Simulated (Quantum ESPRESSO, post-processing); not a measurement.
# AlN layers in GaN along [001]: a series in the number of AlN bilayers, part 3 of 3

What law, if any, do the results for AlN layers in GaN along [001] follow against the number of AlN bilayers?

Quantum ESPRESSO 7.5; plane-wave DFT, LDA, PseudoDojo norm-conserving pseudopotentials.

So far: The structure; Ground state, 1; Transmission with pwcond.x, 1; Self-consistent run, 2.

## Step 5: The open system, 2

Level of this step: transmission by pwcond, lead and junction from one cell; plane-wave DFT, LDA, PseudoDojo norm-conserving pseudopotentials (Quantum ESPRESSO).

m1.cond.in reads:

```
&inputcond
  outdir = './out'
  prefixt = 'm1.scf'
  tran_file = 'm1.cond.dat'
  bdl = 1.4142135624
  bds = 6.9848163257
  ikind = 1
  ewind = 4.0
  epsproj = 1e-05
  nz1 = 7
  energy0 = 2.8
  denergy = -0.05
/
1
  0.00000000 0.00000000 1.00000000
81
```

Started as:

```console
$ OMP_NUM_THREADS=1 mpirun -n 8 pwcond.x -in m1.cond.in > m1.cond.out
```

What it wrote:

```text
[banner, memory and clock lines left out]
Program PWCOND v.7.5 starts

          URL

     ./out/m1.scf.save/

     IMPORTANT: XC functional enforced from input :
     Exchange-correlation= PW
                           (   1   4   0   0   0   0   0)
     Any further DFT definition will be discarded
     Please, verify this is what you really want

     Reading collected, re-writing distributed wavefunctions

===== INPUT FILE containing all the regions =====

     GEOMETRY:

     lattice parameter (alat)  =       5.9703  a.u.
[...]
T_tot    -1.20000      0.23211E+01

Note: The following floating-point exceptions are signalling: IEEE_UNDERFLOW_FLAG
Note: The following floating-point exceptions are signalling: IEEE_UNDERFLOW_FLAG
Note: The following floating-point exceptions are signalling: IEEE_UNDERFLOW_FLAG
Note: The following floating-point exceptions are signalling: IEEE_UNDERFLOW_FLAG
Note: The following floating-point exceptions are signalling: IEEE_UNDERFLOW_FLAG
Note: The following floating-point exceptions are signalling: IEEE_UNDERFLOW_FLAG
Note: The following floating-point exceptions are signalling: IEEE_UNDERFLOW_FLAG
Note: The following floating-point exceptions are signalling: IEEE_UNDERFLOW_FLAG
```

Elapsed: 9.6 min, on 8 MPI ranks of Arm Neoverse N1, shared host; peak memory 0.84 GiB.

Per spin; at the zone centre across the current. Open channels against energy, zero at the highest filled level of the cell:

energy (eV), open channels and a bar:
```
    -1.20       3.00 ##############################
    -1.10       3.00 ##############################
    -1.00       3.00 ##############################
    -0.90       3.00 ##############################
    -0.75       3.00 ##############################
    -0.65       3.00 ##############################
    -0.55       3.00 ##############################
    -0.45       3.00 ##############################
    -0.35       3.00 ##############################
    -0.25       3.00 ##############################
    -0.10       3.00 ##############################
     0.00       3.00 ##############################
     0.10       0.00 
     0.20       0.00 
     0.30       0.00 
     0.40       0.00 
     0.55       0.00 
     0.65       0.00 
     0.75       0.00 
     0.85       0.00 
     0.95       0.00 
     1.05       0.00 
     1.20       0.00 
     1.30       0.00 
     1.40       0.00 
     1.50       0.00 
     1.60       0.00 
     1.70       0.00 
     1.85       0.00 
     1.95       0.00 
     2.05       1.00 ##########
     2.15       1.00 ##########
     2.25       1.00 ##########
     2.35       1.00 ##########
     2.50       1.00 ##########
     2.60       1.00 ##########
     2.70       1.00 ##########
     2.80       1.00 ##########
```

Per spin; at the zone centre across the current. Transmission against energy, zero at the highest filled level of the cell:

```tsv
energy (eV)	transmission
-1.20	1.16
-1.10	1.07
-1.00	0.992
-0.90	0.922
-0.75	0.831
-0.65	0.775
-0.55	0.722
-0.45	0.669
-0.35	0.613
-0.25	0.546
-0.10	0.403
0.00	0.231
0.10	0
0.20	0
0.30	0
0.40	0
0.55	0
0.65	0
0.75	0
0.85	0
0.95	0
1.05	0
1.20	0
1.30	0
1.40	0
1.50	0
1.60	0
1.70	0
1.85	0
1.95	0
2.05	0.0951
2.15	0.292
2.25	0.408
2.35	0.486
2.50	0.571
2.60	0.615
2.70	0.653
2.80	0.689
```

## Step 6: SCF with pw.x, 8

System of this step: 8 bilayers of AlN in GaN(001). The cell holds 32 atoms: 8 Ga, 16 N and 8 Al. Cell: a = 3.159 Å, b = 3.159 Å, c = 34.654 Å, α = 90.0°, β = 90.0°, γ = 90.0°. The structure's axis is c.

m6.scf.in reads:

```
&control
  prefix = 'm6.scf'
  outdir = './out'
  pseudo_dir = './pseudo'
  calculation = 'scf'
  tprnfor = .true.
/
&system
  ibrav = 0
  nat = 32
  ntyp = 3
  ecutwfc = 61
  ecutrho = 244
  occupations = 'fixed'
  nbnd = 108
/
&electrons
  conv_thr = 1e-08
  mixing_beta = 0.4
  electron_maxstep = 120
/
ATOMIC_SPECIES
  Ga  69.7230  Ga.dojo-sr-lda-0.4.1-standard.upf
  N   14.0070  N.dojo-sr-lda-0.4.1-standard.upf
  Al  26.9815  Al.dojo-sr-lda-0.4.1-standard.upf
CELL_PARAMETERS angstrom
  3.15935309834149 0.00000000000000 0.00000000000000
  0.00000000000000 3.15935309834149 0.00000000000000
  0.00000000000000 0.00000000000000 34.65400439560440
ATOMIC_POSITIONS crystal
  Ga  0.000000000000 0.000000000000 0.000000000000
  N   0.500000000000 0.000000000000 0.032232927175
  Ga  0.500000000000 0.500000000000 0.064465854350
  N   0.000000000000 0.500000000000 0.096698781525
  Ga  0.000000000000 0.000000000000 0.128931708699
  N   0.500000000000 0.000000000000 0.161164635874
  Ga  0.500000000000 0.500000000000 0.193397563049
  N   0.000000000000 0.500000000000 0.225630490224
  Al  0.000000000000 0.000000000000 0.257863417399
  N   0.500000000000 0.000000000000 0.288130490224
  Al  0.500000000000 0.500000000000 0.318397563049
  N   0.000000000000 0.500000000000 0.348664635874
  Al  0.000000000000 0.000000000000 0.378931708699
  N   0.500000000000 0.000000000000 0.409198781525
  Al  0.500000000000 0.500000000000 0.439465854350
  N   0.000000000000 0.500000000000 0.469732927175
  Al  0.000000000000 0.000000000000 0.500000000000
  N   0.500000000000 0.000000000000 0.530267072825
  Al  0.500000000000 0.500000000000 0.560534145650
  N   0.000000000000 0.500000000000 0.590801218475
  Al  0.000000000000 0.000000000000 0.621068291301
  N   0.500000000000 0.000000000000 0.651335364126
  Al  0.500000000000 0.500000000000 0.681602436951
  N   0.000000000000 0.500000000000 0.711869509776
  Ga  0.000000000000 0.000000000000 0.742136582601
  N   0.500000000000 0.000000000000 0.774369509776
  Ga  0.500000000000 0.500000000000 0.806602436951
  N   0.000000000000 0.500000000000 0.838835364126
  Ga  0.000000000000 0.000000000000 0.871068291301
  N   0.500000000000 0.000000000000 0.903301218475
  Ga  0.500000000000 0.500000000000 0.935534145650
  N   0.000000000000 0.500000000000 0.967767072825
K_POINTS automatic
  6 6 1 0 0 0
```

Started as:

```console
$ OMP_NUM_THREADS=1 mpirun -n 8 pw.x -nk 2 -in m6.scf.in > m6.scf.out
```

What it wrote:

```text
[banner, memory and clock lines left out]
Program PWSCF v.7.5 starts
[...]
Message from routine setup:
[...]
number of electrons       =       208.00
     number of Kohn-Sham states=          108
     kinetic-energy cutoff     =      61.0000  Ry
     charge density cutoff     =     244.0000  Ry
[...]
number of k points=    16
[...]
Dense  grid:   149941 G-vectors     FFT dimensions: (  30,  30, 360)
[...]
Starting wfcs are  168 randomized atomic wfcs
[...]
estimated scf accuracy    <       8.77925149 Ry
[...]
estimated scf accuracy    <       0.24282316 Ry
[...]
estimated scf accuracy    <       0.09003460 Ry
[...]
estimated scf accuracy    <       0.02832442 Ry
[...]
estimated scf accuracy    <       0.00957047 Ry
[...]
estimated scf accuracy    <       0.00033936 Ry
[...]
estimated scf accuracy    <       0.00030745 Ry
[...]
estimated scf accuracy    <       0.00000439 Ry
[...]
estimated scf accuracy    <       0.00002669 Ry
[...]
estimated scf accuracy    <       0.00000430 Ry
[...]
estimated scf accuracy    <       0.00000007 Ry
[...]
estimated scf accuracy    <       0.00000011 Ry
[...]
highest occupied, lowest unoccupied level (ev):     9.1619   11.3789
!    total energy              =   -1593.50042001 Ry
     estimated scf accuracy    <          3.4E-09 Ry
[...]
one-electron contribution =   -5709.80953282 Ry
     hartree contribution      =    3029.52319889 Ry
     xc contribution           =    -446.55067417 Ry
     ewald contribution        =    1533.33658809 Ry
     convergence has been achieved in  13 iterations
[...]
Total force =     0.080705     Total SCF correction =     0.000118
[...]
```

Wall time 5.3 min (8 MPI ranks); peak memory 1.6 GiB.

Numbers from this step:

```
free energy                          : -21680.6777 eV
valence top, on the run's zero       : 9.162 eV
conduction bottom, on the run's zero : 11.38 eV
gap by band count                    : 2.217 eV
```

## Step 7: Transmission with pwcond.x, 8

m6.cond.in reads:

```
&inputcond
  outdir = './out'
  prefixt = 'm6.scf'
  tran_file = 'm6.cond.dat'
  bdl = 1.4142135624
  bds = 10.9687025544
  ikind = 1
  ewind = 4.0
  epsproj = 1e-05
  nz1 = 7
  energy0 = 2.8
  denergy = -0.05
/
1
  0.00000000 0.00000000 1.00000000
81
```

Started as:

```console
$ OMP_NUM_THREADS=1 mpirun -n 8 pwcond.x -in m6.cond.in > m6.cond.out
```

What it wrote:

```text
[banner, memory and clock lines left out]
Program PWCOND v.7.5 starts

          URL

     ./out/m6.scf.save/

     IMPORTANT: XC functional enforced from input :
     Exchange-correlation= PW
                           (   1   4   0   0   0   0   0)
     Any further DFT definition will be discarded
     Please, verify this is what you really want

     Reading collected, re-writing distributed wavefunctions

===== INPUT FILE containing all the regions =====

     GEOMETRY:

     lattice parameter (alat)  =       5.9703  a.u.
[...]
T_tot    -1.20000      0.55940E+01

Note: The following floating-point exceptions are signalling: IEEE_UNDERFLOW_FLAG
Note: The following floating-point exceptions are signalling: IEEE_UNDERFLOW_FLAG
Note: The following floating-point exceptions are signalling: IEEE_UNDERFLOW_FLAG
Note: The following floating-point exceptions are signalling: IEEE_UNDERFLOW_FLAG
Note: The following floating-point exceptions are signalling: IEEE_UNDERFLOW_FLAG
Note: The following floating-point exceptions are signalling: IEEE_UNDERFLOW_FLAG
Note: The following floating-point exceptions are signalling: IEEE_UNDERFLOW_FLAG
Note: The following floating-point exceptions are signalling: IEEE_UNDERFLOW_FLAG
```

Run time: 4.9 min. Hardware: 8 MPI ranks; peak memory 0.68 GiB.

Per spin; at the zone centre across the current. Table of open channels by energy, zero at the highest filled level of the cell:

energy (eV), open channels and a bar:
```
    -1.20       3.00 ##############################
    -1.05       3.00 ##############################
    -0.90       3.00 ##############################
    -0.80       3.00 ##############################
    -0.65       3.00 ##############################
    -0.50       3.00 ##############################
    -0.35       3.00 ##############################
    -0.25       3.00 ##############################
    -0.10       3.00 ##############################
     0.00       3.00 ##############################
     0.05       3.00 ##############################
     0.20       1.00 ##########
     0.30       1.00 ##########
     0.45       0.00 
     0.60       0.00 
     0.75       0.00 
     0.85       0.00 
     1.00       0.00 
     1.15       0.00 
     1.30       0.00 
     1.40       0.00 
     1.55       0.00 
     1.70       0.00 
     1.85       0.00 
     1.95       0.00 
     2.10       1.00 ##########
     2.25       1.00 ##########
     2.40       1.00 ##########
     2.50       1.00 ##########
     2.65       1.00 ##########
     2.80       1.00 ##########
```

Per spin; at the zone centre across the current. The transmission by energy, zero at the highest filled level of the cell:

```tsv
energy (eV)	transmission
-1.200	2.80
-1.000	0.129
-0.800	0.0288
-0.600	0.00995
-0.400	0.00441
-0.200	0.00226
0.000	0.00123
0.200	5.8e-4
0.400	0
0.600	0
0.800	0
1.000	0
1.200	0
1.400	0
1.600	0
1.800	0
2.000	0
2.200	0.00297
2.400	0.00241
2.600	0.00660
2.800	0.0253
```

## Step 8: Self-consistent run, 10

System of this step: 10 bilayers of AlN in GaN(001). The cell holds 36 atoms: 8 Ga, 18 N and 10 Al. Cell: a = 3.159 Å, b = 3.159 Å, c = 38.850 Å, α = 90.0°, β = 90.0°, γ = 90.0°. The structure's axis is c.

m7.scf.in reads:

```
&control
  prefix = 'm7.scf'
  outdir = './out'
  pseudo_dir = './pseudo'
  calculation = 'scf'
  tprnfor = .true.
/
&system
  ibrav = 0
  nat = 36
  ntyp = 3
  ecutwfc = 61
  ecutrho = 244
  occupations = 'fixed'
  nbnd = 116
/
&electrons
  conv_thr = 1e-08
  mixing_beta = 0.4
  electron_maxstep = 120
/
ATOMIC_SPECIES
  Ga  69.7230  Ga.dojo-sr-lda-0.4.1-standard.upf
  N   14.0070  N.dojo-sr-lda-0.4.1-standard.upf
  Al  26.9815  Al.dojo-sr-lda-0.4.1-standard.upf
CELL_PARAMETERS angstrom
  3.15935309834149 0.00000000000000 0.00000000000000
  0.00000000000000 3.15935309834149 0.00000000000000
  0.00000000000000 0.00000000000000 38.84950549450550
ATOMIC_POSITIONS crystal
  Ga  0.000000000000 0.000000000000 0.000000000000
  N   0.500000000000 0.000000000000 0.028751974724
  Ga  0.500000000000 0.500000000000 0.057503949447
  N   0.000000000000 0.500000000000 0.086255924171
  Ga  0.000000000000 0.000000000000 0.115007898894
  N   0.500000000000 0.000000000000 0.143759873618
  Ga  0.500000000000 0.500000000000 0.172511848341
  N   0.000000000000 0.500000000000 0.201263823065
  Al  0.000000000000 0.000000000000 0.230015797788
  N   0.500000000000 0.000000000000 0.257014218009
  Al  0.500000000000 0.500000000000 0.284012638231
  N   0.000000000000 0.500000000000 0.311011058452
  Al  0.000000000000 0.000000000000 0.338009478673
  N   0.500000000000 0.000000000000 0.365007898894
  Al  0.500000000000 0.500000000000 0.392006319115
  N   0.000000000000 0.500000000000 0.419004739336
  Al  0.000000000000 0.000000000000 0.446003159558
  N   0.500000000000 0.000000000000 0.473001579779
  Al  0.500000000000 0.500000000000 0.500000000000
  N   0.000000000000 0.500000000000 0.526998420221
  Al  0.000000000000 0.000000000000 0.553996840442
  N   0.500000000000 0.000000000000 0.580995260664
  Al  0.500000000000 0.500000000000 0.607993680885
  N   0.000000000000 0.500000000000 0.634992101106
  Al  0.000000000000 0.000000000000 0.661990521327
  N   0.500000000000 0.000000000000 0.688988941548
  Al  0.500000000000 0.500000000000 0.715987361769
  N   0.000000000000 0.500000000000 0.742985781991
  Ga  0.000000000000 0.000000000000 0.769984202212
  N   0.500000000000 0.000000000000 0.798736176935
  Ga  0.500000000000 0.500000000000 0.827488151659
  N   0.000000000000 0.500000000000 0.856240126382
  Ga  0.000000000000 0.000000000000 0.884992101106
  N   0.500000000000 0.000000000000 0.913744075829
  Ga  0.500000000000 0.500000000000 0.942496050553
  N   0.000000000000 0.500000000000 0.971248025276
K_POINTS automatic
  6 6 1 0 0 0
```

Started as:

```console
$ OMP_NUM_THREADS=1 mpirun -n 8 pw.x -nk 2 -in m7.scf.in > m7.scf.out
```

What it wrote:

```text
[banner, memory and clock lines left out]
Program PWSCF v.7.5 starts
[...]
Message from routine setup:
[...]
number of electrons       =       224.00
     number of Kohn-Sham states=          116
     kinetic-energy cutoff     =      61.0000  Ry
     charge density cutoff     =     244.0000  Ry
[...]
number of k points=    16
[...]
Dense  grid:   168125 G-vectors     FFT dimensions: (  30,  30, 375)
[...]
Starting wfcs are  184 randomized atomic wfcs
[...]
estimated scf accuracy    <       9.97547123 Ry
[...]
estimated scf accuracy    <       0.27433061 Ry
[...]
estimated scf accuracy    <       0.10171692 Ry
[...]
estimated scf accuracy    <       0.02836177 Ry
[...]
estimated scf accuracy    <       0.00949362 Ry
[...]
estimated scf accuracy    <       0.00043886 Ry
[...]
estimated scf accuracy    <       0.00027077 Ry
[...]
estimated scf accuracy    <       0.00000933 Ry
[...]
estimated scf accuracy    <       0.00001778 Ry
[...]
estimated scf accuracy    <       0.00000273 Ry
[...]
estimated scf accuracy    <       0.00000011 Ry
[...]
estimated scf accuracy    <       0.00000002 Ry
[...]
highest occupied, lowest unoccupied level (ev):     8.9995   11.1678
!    total energy              =   -1644.85515559 Ry
     estimated scf accuracy    <          5.9E-09 Ry
[...]
one-electron contribution =   -7766.93609384 Ry
     hartree contribution      =    4067.78392558 Ry
     xc contribution           =    -463.51319382 Ry
     ewald contribution        =    2517.81020649 Ry
     convergence has been achieved in  13 iterations
[...]
Total force =     0.080680     Total SCF correction =     0.000244
[...]
```

It took 6.3 min on 8 MPI ranks; peak memory 1.8 GiB; 50 min of CPU time.

Numbers from this step:

```
free energy                          : -22379.3945 eV
valence top, on the run's zero       : 8.999 eV
conduction bottom, on the run's zero : 11.17 eV
gap by band count                    : 2.168 eV
```

## Step 9: The open system, 10

m7.cond.in reads:

```
&inputcond
  outdir = './out'
  prefixt = 'm7.scf'
  tran_file = 'm7.cond.dat'
  bdl = 1.4142135624
  bds = 12.2966646274
  ikind = 1
  ewind = 4.0
  epsproj = 1e-05
  nz1 = 7
  energy0 = 2.8
  denergy = -0.05
/
1
  0.00000000 0.00000000 1.00000000
81
```

Started as:

```console
$ OMP_NUM_THREADS=1 mpirun -n 8 pwcond.x -in m7.cond.in > m7.cond.out
```

What it wrote:

```text
[banner, memory and clock lines left out]
Program PWCOND v.7.5 starts

          URL

     ./out/m7.scf.save/

     IMPORTANT: XC functional enforced from input :
     Exchange-correlation= PW
                           (   1   4   0   0   0   0   0)
     Any further DFT definition will be discarded
     Please, verify this is what you really want

     Reading collected, re-writing distributed wavefunctions

===== INPUT FILE containing all the regions =====

     GEOMETRY:

     lattice parameter (alat)  =       5.9703  a.u.
[...]
T_tot    -1.20000      0.24487E+01

Note: The following floating-point exceptions are signalling: IEEE_UNDERFLOW_FLAG
Note: The following floating-point exceptions are signalling: IEEE_UNDERFLOW_FLAG
Note: The following floating-point exceptions are signalling: IEEE_UNDERFLOW_FLAG
Note: The following floating-point exceptions are signalling: IEEE_UNDERFLOW_FLAG
Note: The following floating-point exceptions are signalling: IEEE_UNDERFLOW_FLAG
Note: The following floating-point exceptions are signalling: IEEE_UNDERFLOW_FLAG
Note: The following floating-point exceptions are signalling: IEEE_UNDERFLOW_FLAG
Note: The following floating-point exceptions are signalling: IEEE_UNDERFLOW_FLAG
```

Wall time 5.7 min (8 MPI ranks); peak memory 0.72 GiB.

Per spin; at the zone centre across the current. The open channels by energy, zero at the highest filled level of the cell:

energy (eV), open channels and a bar:
```
    -1.20       3.00 ##############################
    -1.05       3.00 ##############################
    -0.90       3.00 ##############################
    -0.80       3.00 ##############################
    -0.65       3.00 ##############################
    -0.50       3.00 ##############################
    -0.35       3.00 ##############################
    -0.25       3.00 ##############################
    -0.10       3.00 ##############################
     0.00       3.00 ##############################
     0.05       3.00 ##############################
     0.20       1.00 ##########
     0.30       1.00 ##########
     0.45       0.00 
     0.60       0.00 
     0.75       0.00 
     0.85       0.00 
     1.00       0.00 
     1.15       0.00 
     1.30       0.00 
     1.40       0.00 
     1.55       0.00 
     1.70       0.00 
     1.85       0.00 
     1.95       0.00 
     2.10       1.00 ##########
     2.25       1.00 ##########
     2.40       1.00 ##########
     2.50       1.00 ##########
     2.65       1.00 ##########
     2.80       1.00 ##########
```

Per spin; at the zone centre across the current. Transmission against energy, zero at the highest filled level of the cell:

```tsv
energy (eV)	transmission
-1.200	1.22
-1.150	2.69
-1.000	0.149
-0.800	0.0132
-0.600	0.00282
-0.400	9.1e-4
-0.200	3.7e-4
0.000	1.7e-4
0.200	7.1e-5
0.400	0
0.600	0
0.800	0
1.000	0
1.200	0
1.400	0
1.600	0
1.800	0
2.000	0
2.200	3.7e-5
2.400	2.4e-4
2.600	0.00334
2.800	0.00659
```

## Step 10: The series side by side

The series in one table:

```tsv
the number of AlN bilayers	transmission 0.3 eV below the lead's gap	transmission 0.3 eV above the lead's gap	range without lead channels (eV)	gap of the cell on the mesh (eV)
1	0.7703	0.7806	1.55	2.074
2	-	-	-	2.172
3	0.1385	0.1843	1.6	2.176
4	0.05166	0.08801	1.6	2.237
5	0.01938	0.02008	1.6	2.209
6	0.006652	0.02427	1.6	2.256
8	0.0008812	0.0009244	1.6	2.217
10	0.0001142	0.0001133	1.6	2.168
```

## Step 11: A check by hand

For the transmission 0.3 eV below the lead's gap: ln(0.0517/0.000114)/(10 − 4) = 1.02 a bilayer.

For the transmission 0.3 eV above the lead's gap: ln(0.088/0.000113)/(10 − 4) = 1.11 a bilayer.

## Step 12: Outcome

| Property | Result |
| --- | --- |
| transmission 0.3 eV below the lead's gap, at 1 and at 10 | 0.77, 0.000114 |
| transmission 0.3 eV above the lead's gap, at 1 and at 10 | 0.781, 0.000113 |
| gap of the cell on the mesh, at 1 and at 10 | 2.07, 2.17 eV |

In words: The series holds 8 members (LDA, PseudoDojo norm-conserving). From 1 to 10 the transmission 0.3 eV below the lead's gap falls from 0.77 to 0.000114. Over the thicker barriers its logarithm falls by 1.02 a bilayer, with scatter up to a factor of 1.0. From 1 to 10 the transmission 0.3 eV above the lead's gap falls from 0.781 to 0.000113. Over the thicker barriers its logarithm falls by 1.12 a bilayer, with scatter up to a factor of 2.3; band edges that shift from cell to cell, or resonances near by, can do that. From 1 to 10 the gap of the cell on the mesh goes from 2.07 to 2.17 eV by way of 2.26 at 6. Dashes stand where the lead's gap came out unlike that of the other members, or where the energy lay outside the window. Unrelaxed, abrupt interfaces; short leads; one point across; gaps and offsets of this level; no spin-orbit coupling.

[Logs are printed without paths, hosts, clocks, repeated set-up lines and the standing remarks that a program may print on its own settings, such as how far it seeks lower states.]

[Hosts, paths, dates, database ids (printed as entryN), source tags and the programs' standing remarks are cut or masked in the printed files.]

[Maps of the electrostatic potential energy from Ansatz leave out the sawtooth potential of an applied field or a dipole correction, so their vacuum need not be flat; planar profiles and work functions include it.]
